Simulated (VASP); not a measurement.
# InAs (F-43m) in VASP: further runs, part 2 of 2

VASP 6.6.1. The steps go on from the part before.

## Step 5: Single point, PBE+D4

This run uses another cell than the first one, of 28.52 Å³/atom, 1.038 times its volume.

INCAR

```
PREC = Accurate
ENCUT = 520
EDIFF = 1E-6
ISMEAR = -1
SIGMA = 0.05
LREAL = F
LASPH = T
NELM = 80
ALGO = Normal
ISIF = 2
LWAVE = F
LCHARG = T
GGA = PE
IVDW = 13
LELF = T
LVHAR = T
NBANDS = 16
```

KPOINTS

```
Automatic mesh
0
Gamma
  8 8 8
```

POSCAR

```
InAs
1.0
    0.0000000000      3.0553657161      3.0553657161
    3.0553657161      0.0000000000      3.0553657161
    3.0553657161      3.0553657161      0.0000000000
In As
1 1
Direct
    0.0000000000      0.0000000000      0.0000000000
    0.7500000000      0.7500000000      0.7500000000
```

Potentials or basis: VASP PAW PBE potentials, release 64 (In_d, As).

Command:

```console
$ cat potpaw_PBE.64/In_d/POTCAR potpaw_PBE.64/As/POTCAR > POTCAR
$ mpirun -np 1 vasp_std > vasp.out
```

OUTCAR:

```text
PREC = Accurate
   ENCUT = 520
   EDIFF = 1E-6
   ISMEAR = -1
   LREAL = F
   LASPH = T
   NELM = 80
   ISIF = 2
   GGA = PE
   IVDW = 13

 ion  position               nearest neighbor table
   1  0.000  0.000  0.000-   2 2.65   2 2.65   2 2.65   2 2.65
   2  0.750  0.750  0.750-   1 2.65   1 2.65   1 2.65   1 2.65

  LATTYP: Found a face centered cubic cell.
 ALAT       =     6.1107314322

  Lattice vectors:

 A1 = (   0.0000000000,   3.0553657161,   3.0553657161)
 A2 = (   3.0553657161,   0.0000000000,   3.0553657161)
 A3 = (   3.0553657161,   3.0553657161,   0.0000000000)

Analysis of symmetry for initial positions (statically):
=====================================================================
 Subroutine PRICEL returns:
 Original cell was already a primitive cell.

 Routine SETGRP: Setting up the symmetry group for a
 face centered cubic supercell.

 Subroutine GETGRP returns: Found 24 space group operations
 (whereof 24 operations were pure point group operations)
 out of a pool of 48 trial point group operations.

The static configuration has the point symmetry T_d .

Analysis of symmetry for dynamics (positions and initial velocities):
=====================================================================
 Subroutine PRICEL returns:
 Original cell was already a primitive cell.

 Routine SETGRP: Setting up the symmetry group for a
 face centered cubic supercell.

 Subroutine GETGRP returns: Found 24 space group operations
 (whereof 24 operations were pure point group operations)
 out of a pool of 48 trial point group operations.

The dynamic configuration has the point symmetry T_d .

 Subroutine INISYM returns: Found 24 space group operations
 (whereof 24 operations are pure point group operations),
 and found     1 'primitive' translations

----------------------------------------------------------------------------------------

[... 110 lines left out ...]
   IMIX   =      4    mixing-type and parameters
     AMIX     =   0.40;   BMIX     =  1.00
     AMIX_MAG =   1.60;   BMIX_MAG =  1.00
  volume/ion in A,a.u.               =      28.52       192.48
  Fermi-wavevector in a.u.,A,eV,Ry     =   1.114532  2.106160 16.900901  1.242181
  Thomas-Fermi vector in A             =   2.251128
   LORBIT       =      0    0 simple, 1 ext, 2 COOP (PROOUT), +10 PAW based schemes
   GGA     = PE    functional components
   LHFCALC =     F    Hartree Fock is set to
   AEXX    =    0.0000 exact exchange contribution
   IVDW    =    13    specifies the selected vdW correction
   LEPSILON=     F    determine dielectric tensor
   LRPA    =     F    only Hartree local field effects (RPA)
 non-spin polarized calculation
  energy-cutoff  :      520.00
  volume of cell :       57.05
 maximum number of plane-waves:      1572
   NGX = 17   NGY = 17   NGZ = 17

 number of electron      17.9999996 magnetization

 Free energy of the ion-electron system (eV)
  ---------------------------------------------------
  ext. energy  EPLUGINS =         0.00000000
  ---------------------------------------------------
  free energy    TOTEN  =        -7.70275440 eV

  energy without entropy =       -7.70218922  energy(sigma->0) =       -7.70247181

 E-fermi :   4.2455     XC(G=0):  -8.9555

 val. band max:        4.1952787260   @ k =   0.0000   0.0000   0.0000
 cond. band min:       5.0842655925   @ k =   0.5000   0.0000   0.0000
 fundamental gap:      0.8889868666
 Fermi energy:         4.2454596470

 k-point     1 :       0.0000    0.0000    0.0000
  band No.  band energies     occupation
      1     -10.1359      2.00000
      2     -10.1359      2.00000
      3     -10.1359      2.00000
      4     -10.0227      2.00000
      5     -10.0227      2.00000
      6      -7.4672      2.00000
[... 433 lines left out ...]
      3     -10.0880      2.00000
      4     -10.0271      2.00000
      5     -10.0160      2.00000
      6      -5.8438      2.00000
[... 8 lines left out ...]
     15      14.5201      0.00000
     16      15.1814      0.00000

 [... further k-points ...]

------------------------ aborting loop because EDIFF is reached ----------------------------------------

  DFT-D4 for vdW energy calculation

  Edisp (eV):   -0.67010

  FORCE on cell =-STRESS in cart. coord.  units (eV):
  Direction    XX          YY          ZZ          XY          YZ          ZX
  --------------------------------------------------------------------------------------
  -------------------------------------------------------------------------------------
  Total       0.00147     0.00147     0.00147     0.00000     0.00000    -0.00000
  in kB       0.04122     0.04122     0.04122     0.00000     0.00000    -0.00000
  external pressure =        0.04 kB  Pullay stress =        0.00 kB

 VOLUME and BASIS-vectors are now :
 -----------------------------------------------------------------------------
  energy-cutoff  :      520.00
  volume of cell :       57.05
      direct lattice vectors                 reciprocal lattice vectors
     0.000000000  3.055365716  3.055365716    -0.163646531  0.163646531  0.163646531
     3.055365716  0.000000000  3.055365716     0.163646531 -0.163646531  0.163646531
     3.055365716  3.055365716  0.000000000     0.163646531  0.163646531 -0.163646531

 POSITION                                       TOTAL-FORCE (eV/Angst)
 -----------------------------------------------------------------------------------
      0.00000      0.00000      0.00000         0.000000      0.000000     -0.000000
      4.58305      4.58305      4.58305        -0.000000     -0.000000      0.000000
 -----------------------------------------------------------------------------------
    total drift:                                0.000000      0.000000      0.000000

  FREE ENERGIE OF THE ION-ELECTRON SYSTEM (eV)
  ---------------------------------------------------
  free  energy   TOTEN  =        -8.3728554099 eV

  energy  without entropy=       -8.3722902272  energy(sigma->0) =       -8.37257282
```

OSZICAR:

```text
N       E                     dE             d eps       ncg     rms          rms(c)
DAV:   1     0.114752410645E+03    0.11475E+03   -0.83739E+03   944   0.121E+03
DAV:   2     0.195529696369E+00   -0.11456E+03   -0.10955E+03   976   0.299E+02
DAV:   3    -0.776077239769E+01   -0.79563E+01   -0.79195E+01  1264   0.772E+01
DAV:   4    -0.796030714235E+01   -0.19953E+00   -0.19950E+00  1080   0.133E+01
DAV:   5    -0.796935066040E+01   -0.90435E-02   -0.90434E-02  1448   0.248E+00    0.432E+00
DAV:   6    -0.772338513399E+01    0.24597E+00   -0.37199E-01  1448   0.997E+00    0.241E+00
DAV:   7    -0.770073350131E+01    0.22652E-01   -0.11066E-01  1296   0.285E+00    0.713E-01
DAV:   8    -0.770191912238E+01   -0.11856E-02   -0.12688E-02  1152   0.127E+00    0.181E-01
DAV:   9    -0.770254684010E+01   -0.62772E-03   -0.98655E-04  1160   0.276E-01    0.108E-01
DAV:  10    -0.770270578289E+01   -0.15894E-03   -0.18298E-04  1176   0.182E-01    0.604E-02
DAV:  11    -0.770275354993E+01   -0.47767E-04   -0.11550E-04  1080   0.113E-01    0.411E-02
DAV:  12    -0.770275439831E+01   -0.84837E-06   -0.64110E-06  1032   0.259E-02
   1 F= -.83728554E+01 E0= -.83725728E+01  d E =-.565183E-03
```

stdout:

```text
POSCAR found type information on POSCAR InAs
 POSCAR found :  2 types and       2 ions
 scaLAPACK will be used
 LDA part: xc-table for (Slater+PW92), standard interpolation
 POSCAR, INCAR and KPOINTS ok, starting setup
 FFT: planning ... GRIDC
 FFT: planning ... GRID_SOFT
 FFT: planning ... GRID
 WAVECAR not read
 entering main loop
```

Wall time 14 s (1 thread of Intel Xeon Platinum 8559C (Emerald Rapids), shared host); peak memory 0.18 GiB.

What came out:

```yaml
Free_energy: -8.3729 eV
Pressure: 0.0 GPa
Band_gap_on_the_k_mesh: zero (filled and empty bands touch)
Dispersion_energy_per_atom: -0.335 eV
```

Caveat: spin-orbit coupling is left out, which moves the levels of the heavy elements; pairwise dispersion overbinds metals, which lowers pressure and volume.

## Step 6: Single point, revPBE+D3(BJ)

This run uses another cell than the first one, of 28.23 Å³/atom, 1.027 times its volume.

INCAR

```
PREC     = Accurate       # precision mode
ENCUT    = 520            # plane-wave cutoff, eV
EDIFF    = 1E-6           # SCF threshold, eV
ISMEAR   = -1             # smearing method
SIGMA    = 0.05           # smearing width, eV
LREAL    = F              # projectors in reciprocal space
LASPH    = T              # aspherical terms in the spheres
NELM     = 80             # most SCF steps
ALGO     = Normal         # electronic algorithm
ISIF     = 2              # what is computed and relaxed
LWAVE    = F              # write WAVECAR
LCHARG   = F              # write CHGCAR
GGA      = RE             # functional
IVDW     = 12             # dispersion correction
NBANDS   = 16             # bands
```

KPOINTS is that of step 5.

POSCAR

```
InAs
1.0
    0.0000000000      3.0449637914      3.0449637914
    3.0449637914      0.0000000000      3.0449637914
    3.0449637914      3.0449637914      0.0000000000
In As
1 1
Direct
    0.0000000000      0.0000000000      0.0000000000
    0.7500000000      0.7500000000      0.7500000000
```

Potentials or basis: VASP PAW PBE potentials, release 64 (In_d, As).

Command:

```console
$ cat potpaw_PBE.64/In_d/POTCAR potpaw_PBE.64/As/POTCAR > POTCAR
$ mpirun -np 1 vasp_std > vasp.out
```

OUTCAR:

```text
PREC = Accurate
   ENCUT = 520
   EDIFF = 1E-6
   ISMEAR = -1
   LREAL = F
   LASPH = T
   NELM = 80
   ISIF = 2
   GGA = RE
   IVDW = 12
 IVDW          = 12

 ion  position               nearest neighbor table
   1  0.000  0.000  0.000-   2 2.64   2 2.64   2 2.64   2 2.64
   2  0.750  0.750  0.750-   1 2.64   1 2.64   1 2.64   1 2.64

  LATTYP: Found a face centered cubic cell.
 ALAT       =     6.0899275828

  Lattice vectors:

 A1 = (   0.0000000000,   3.0449637914,   3.0449637914)
 A2 = (   3.0449637914,   0.0000000000,   3.0449637914)
 A3 = (   3.0449637914,   3.0449637914,   0.0000000000)

Analysis of symmetry for initial positions (statically):
=====================================================================
 Subroutine PRICEL returns:
 Original cell was already a primitive cell.

 Routine SETGRP: Setting up the symmetry group for a
 face centered cubic supercell.

 Subroutine GETGRP returns: Found 24 space group operations
 (whereof 24 operations were pure point group operations)
 out of a pool of 48 trial point group operations.

[... 160 lines left out ...]

 E-fermi :   4.4268     XC(G=0):  -8.8744

 val. band max:        4.3767943329   @ k =   0.0000   0.0000   0.0000
 cond. band min:       5.3600671926   @ k =   0.5000   0.0000   0.0000
 fundamental gap:      0.9832728597
 Fermi energy:         4.4267968998

 k-point     1 :       0.0000    0.0000    0.0000
  band No.  band energies     occupation
      1      -9.9913      2.00000
      2      -9.9913      2.00000
      3      -9.9913      2.00000
      4      -9.8755      2.00000
      5      -9.8755      2.00000
      6      -7.3184      2.00000
[... 433 lines left out ...]
      3      -9.9419      2.00000
      4      -9.8798      2.00000
      5      -9.8684      2.00000
      6      -5.6642      2.00000
[... 8 lines left out ...]
     15      14.8096      0.00000
     16      15.4777      0.00000

 [... further k-points ...]

------------------------ aborting loop because EDIFF is reached ----------------------------------------

 Edisp (eV)   -1.18267

 E8    (eV) :    -0.8486

  FORCE on cell =-STRESS in cart. coord.  units (eV):
  Direction    XX          YY          ZZ          XY          YZ          ZX
  --------------------------------------------------------------------------------------
  -------------------------------------------------------------------------------------
  Total       0.01092     0.01092     0.01092     0.00000     0.00000     0.00000
  in kB       0.30993     0.30993     0.30993     0.00000     0.00000     0.00000
  external pressure =        0.31 kB  Pullay stress =        0.00 kB

 VOLUME and BASIS-vectors are now :
 -----------------------------------------------------------------------------
  energy-cutoff  :      520.00
  volume of cell :       56.46
      direct lattice vectors                 reciprocal lattice vectors
     0.000000000  3.044963791  3.044963791    -0.164205565  0.164205565  0.164205565
     3.044963791  0.000000000  3.044963791     0.164205565 -0.164205565  0.164205565
     3.044963791  3.044963791  0.000000000     0.164205565  0.164205565 -0.164205565

 POSITION                                       TOTAL-FORCE (eV/Angst)
 -----------------------------------------------------------------------------------
      0.00000      0.00000      0.00000        -0.000000     -0.000000     -0.000000
      4.56745      4.56745      4.56745         0.000000      0.000000      0.000000
 -----------------------------------------------------------------------------------
    total drift:                                0.000000      0.000000      0.000000

  FREE ENERGIE OF THE ION-ELECTRON SYSTEM (eV)
  ---------------------------------------------------
  free  energy   TOTEN  =        -8.2802977558 eV

  energy  without entropy=       -8.2797331497  energy(sigma->0) =       -8.28001545
```

OSZICAR:

```text
N       E                     dE             d eps       ncg     rms          rms(c)
DAV:   1     0.116032387133E+03    0.11603E+03   -0.83327E+03   936   0.121E+03
DAV:   2     0.505515091003E+00   -0.11553E+03   -0.11111E+03  1000   0.296E+02
DAV:   3    -0.713628547330E+01   -0.76418E+01   -0.76071E+01  1216   0.756E+01
DAV:   4    -0.732963109810E+01   -0.19335E+00   -0.19331E+00  1144   0.134E+01
DAV:   5    -0.733958992027E+01   -0.99588E-02   -0.99587E-02  1408   0.255E+00    0.438E+00
DAV:   6    -0.710961012553E+01    0.22998E+00   -0.35599E-01  1432   0.959E+00    0.247E+00
DAV:   7    -0.709208375711E+01    0.17526E-01   -0.11641E-01  1288   0.287E+00    0.768E-01
DAV:   8    -0.709604105741E+01   -0.39573E-02   -0.14493E-02  1072   0.132E+00    0.168E-01
DAV:   9    -0.709717354010E+01   -0.11325E-02   -0.12712E-03  1184   0.285E-01    0.888E-02
DAV:  10    -0.709750193518E+01   -0.32840E-03   -0.32104E-04  1080   0.215E-01    0.487E-02
DAV:  11    -0.709762939297E+01   -0.12746E-03   -0.29777E-04  1056   0.136E-01    0.260E-02
DAV:  12    -0.709762934175E+01    0.51214E-07   -0.73330E-06  1192   0.291E-02
   1 F= -.82802978E+01 E0= -.82800155E+01  d E =-.564606E-03
```

Run time: 21 s. Hardware: 1 thread of Intel Xeon Platinum 8559C (Emerald Rapids), shared host; peak memory 0.19 GiB.

What came out:

| Quantity | Value |
| --- | --- |
| Free energy | -8.2803 eV |
| Pressure | 0.0 GPa |
| Band gap on the k mesh | zero (filled and empty bands touch) |
| Dispersion energy per atom | -0.591 eV |

Caveat: the PAW data sets were made with another functional, which shifts forces and pressure a little; spin-orbit coupling is left out, which moves the levels of the heavy elements; pairwise dispersion overbinds metals, which lowers pressure and volume.

## Step 7: Summary

```tsv
level	potentials or basis	cell	k mesh	smearing	gap on the mesh (eV)	pressure (GPa)
PBE	VASP PAW PBE potentials, release 64 (In_d, As)	a = 4.268 Å, angles 60.0°, 2 atoms	3 × 3 × 3	fermi-dirac 0.02 eV	none	6.2
PBE	VASP PAW PBE potentials, release 64 (In_d, As)	a = 4.268 Å, angles 60.0°, 2 atoms	8 × 8 × 8	gaussian 0.013 eV	none	4.4
LDA	VASP PAW LDA potentials, release 64 (In_d, As)	a = 4.262 Å, angles 60.0°, 2 atoms	8 × 8 × 8	fermi-dirac 0.05 eV	none	0.1
PBE+D4	VASP PAW PBE potentials, release 64 (In_d, As)	a = 4.321 Å, angles 60.0°, 2 atoms	8 × 8 × 8	fermi-dirac 0.05 eV	none	0.0
revPBE+D3(BJ)	VASP PAW PBE potentials, release 64 (In_d, As)	a = 4.306 Å, angles 60.0°, 2 atoms	8 × 8 × 8	fermi-dirac 0.05 eV	none	0.0
```

Alike in all rows: task single point; no spin polarisation; cutoff (eV) 520.

Caveats: some runs use coarse meshes; spin-orbit coupling is left out, which moves the levels of the heavy elements; pairwise dispersion overbinds metals, which lowers pressure and volume (some runs); the PAW data sets were made with another functional, which shifts forces and pressure a little (some runs).

Total energies depend on the potentials used, so only differences within one code and one set of settings carry meaning.

## Step 8: Comparison with measurements

Step 4. Against the measured gap of InAs, 0.418 eV (direct; 4.2 K; a printed reference work, data compilation), the calculated 0.00 eV is off by -0.42 eV. Spin-orbit coupling on As, In is left out. The value is that of LDA on a finite k mesh, which can miss the band edges, without temperature or zero-point motion. Semilocal functionals fall short of measured gaps as a rule.

Step 5. Against the measured gap of InAs, 0.418 eV (direct; 4.2 K; a printed reference work, data compilation), the calculated 0.00 eV is off by -0.42 eV. Spin-orbit coupling on As, In is left out. The value is that of PBE+D4 on a finite k mesh, which can miss the band edges, without temperature or zero-point motion. Semilocal functionals fall short of measured gaps as a rule.

Step 6. Measured gap of InAs: 0.418 eV (direct; 4.2 K; a printed reference work, data compilation). This calculation gives 0.00 eV (-0.42 eV). Spin-orbit coupling on As, In is left out. The value is that of revPBE+D3(BJ) on a finite k mesh, which can miss the band edges, without temperature or zero-point motion. Semilocal functionals fall short of measured gaps as a rule.
